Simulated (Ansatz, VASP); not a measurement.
## AlN: VASP beside Ansatz

File INCAR:

```
SYSTEM = AlN
PREC = Accurate
ENCUT = 520
EDIFF = 1E-6
ISMEAR = 0
SIGMA = 0.05
LREAL = .FALSE.
LASPH = .TRUE.
NELM = 100
ALGO = Normal
ISIF = 2
LWAVE = .FALSE.
LCHARG = .FALSE.
GGA = PE
NBANDS = 16
```

Contents of KPOINTS:

```
Automatic mesh
0
G
  9 9 6
  0 0 0
```

File POSCAR:

```
AlN
1.0
    3.2859774621      0.0000000000      0.0000000000
   -1.6429887310      2.8457399585      0.0000000000
    0.0000000000      0.0000000000      4.1528332427
Al N
2 2
Direct
    0.3333333333      0.6666666667      0.7576365105
    0.6666666667      0.3333333333      0.2576365105
    0.3333333333      0.6666666667      0.2352898692
    0.6666666667      0.3333333333      0.7352898692
```

Input for Ansatz:

```yaml
crystal:
  lattice:
    - [3.2859774621, 0.0, 0.0]
    - [-1.642988731, 2.8457399585, 0.0]
    - [0.0, 0.0, 4.1528332427]
  atoms:
    - { symbol: Al, position: [0.3333333333, 0.6666666667, 0.7576365105] }
    - { symbol: Al, position: [0.6666666667, 0.3333333333, 0.2576365105] }
    - { symbol: "N", position: [0.3333333333, 0.6666666667, 0.2352898692] }
    - { symbol: "N", position: [0.6666666667, 0.3333333333, 0.7352898692] }
basis:
  ecutwfc: 520.0
kpoints:
  mp_grid: { grid: [9, 9, 6] }
hamiltonian:
  xc: pbe
  pseudopotentials: { kind: paw, azcp: { folder: soft_1 } }
scf:
  occupations: { method: gaussian, width: 0.05 }
output:
  forces: true
  stress: true
  eigenvalues: true
```

Change from the starting cell: mode 4 frozen in at -0.062 Å, equal normal strain along x, y and z -0.0083.

Alike in both runs: task single point; functional PBE; k mesh 9 × 9 × 6; occupations gaussian, width 0.05 eV; no spin polarisation.

|  | VASP | Ansatz |
| --- | --- | --- |
| version | VASP 6.6.1 | Ansatz 0.2.0 |
| potentials or method | VASP PAW PBE potentials, release 64 (Al, N) | scalar-relativistic, plane waves, PAW |
| plane-wave cutoff (eV) | 520 | 520 |
| valence electrons in the cell | 16 | 16 |

```csv
,VASP,Ansatz,Ansatz less VASP
gap on the k mesh at the Fermi level (eV),3.49,3.48,-0.010
least direct gap on the mesh (eV),3.49,3.48,-0.010
pressure (GPa),6.0,6.2,+0.17
largest component of the traceless stress (GPa),2.11,1.98,-0.131
rms of the force components (eV/Å),0.128,0.127,-0.0009
```

Atom by atom the forces differ by 0.001 eV/Å (rms over components).
